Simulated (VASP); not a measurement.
Crystal: Si.

```xyz
4
Lattice="-3.3254 3.3254 1.9224 3.3254 -3.3254 1.9224 3.3254 3.3254 -1.9224" Properties=species:S:1:pos:R:3 pbc="T T T"
Si   -2.1363    2.1363    1.9224
Si    2.1363   -2.1363    1.9224
Si    2.1363    2.1363    1.9224
Si    1.1892    1.1892    0.0000
```

This isn't the form of Si at room conditions, which is diamond.

Program: VASP 6.6.1. Alike in all runs: task band structure; no spin polarisation; cell as given; k mesh 8 × 8 × 8; cutoff (eV) 520; smearing gaussian 0.02 eV.

**Question.** Order these runs on this cell by their band gap on the k mesh, lowest first.
A. level TB-mBJ; potentials or basis VASP PAW PBE potentials, release 64 (Si)
B. level r2SCAN; potentials or basis VASP PAW PBE potentials, release 64 (Si)
C. level LDA; potentials or basis VASP PAW LDA potentials, release 64 (Si)

**Answer.** C (0.15 eV), B (0.46 eV), A (0.99 eV).

A k mesh can miss the band edges.
